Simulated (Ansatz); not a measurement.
## Sb under changes of volume

One of the cells (26.213 Å³/atom); the others are scaled copies at fixed shape and fractional positions:

```
CELL_PARAMETERS angstrom
-1.87134 1.87134 1.87134
1.87134 -1.87134 1.87134
1.87134 1.87134 -1.87134
ATOMIC_POSITIONS crystal
Sb 0.00000 0.00000 0.00000
```

This isn't the form of Sb at room conditions, which is rhombohedral.

```yaml
Program: Ansatz 0.2.0
Functional: PBEsol
Potentials_or_basis: Ansatz PAW
Cutoff: "420 eV (not typed: the program's choice for these potentials)"
k_mesh: 10 × 10 × 10
Occupations: fermi-dirac, width 0.05 eV
Spin: no spin polarisation
```

| volume (Å³/atom) | energy over the lowest point (meV/atom) | pressure (GPa) |
| --- | --- | --- |
| 24.640 | 22.11 | 4.7 |
| 25.165 | 9.53 | 3.0 |
| 25.689 | 2.33 | 1.4 |
| 26.213 | 0.00 | 0.0 |
| 26.737 | ? | ? |
| 27.262 | 8.20 | -2.4 |
| 27.786 | 17.93 | -3.5 |

Task: What does the run at 26.737 Å³/atom give?

Result: Energy over the lowest point 2.10 meV/atom; pressure -1.3 GPa.

Worked out: A Birch-Murnaghan fit of order 3 (a polynomial in V^(-2/3)) to the other rows has its minimum at 26.22 Å³/atom with B0 = V·E''(V) = 67 GPa and B' = 3.9. It gives 2.09 meV/atom at 26.737 Å³/atom, against the run's 2.10, and -dE/dV = -1.3 GPa, against -1.3.

Energies are extrapolated to zero smearing.

Caveats: the PAW data sets come from PBE, with cores solved anew for the run's functional, which leaves a small shift of forces and pressure.
